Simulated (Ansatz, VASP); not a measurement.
## Cu in VASP and in Ansatz

```
Cu
1.0
     0.00000    1.81947    1.81947
     1.81947    0.00000    1.81947
     1.81947    1.81947    0.00000
Cu
1
Cartesian
  0.0000 0.0000 0.0000
```

Alike in both runs: task single point; functional revPBE; k mesh 13 × 13 × 13; occupations fermi-dirac, width 0.05 eV; no spin polarisation.

|  | VASP | Ansatz |
| --- | --- | --- |
| version | VASP 6.6.1 | Ansatz 0.2.0 |
| potentials or method | VASP PAW PBE potentials, release 64 (Cu) | Ansatz PAW |
| plane-wave cutoff (eV) | 520 | 420 |
| valence electrons in the cell | 11 | 19 |

```tsv
	VASP	Ansatz	Ansatz less VASP
gap on the k mesh at the Fermi level (eV)	none	none	-
pressure (GPa)	2.9	2.3	-0.62
```

A gap of «none» marks a metal or a gap that the smearing closes. The two sets of potentials don't hold the same shells in valence.

Caveats: the PAW data sets were made with another functional, which shifts forces and pressure a little (VASP); the PAW data sets come from PBE, with cores solved anew for the run's functional, which leaves a small shift of forces and pressure (Ansatz).
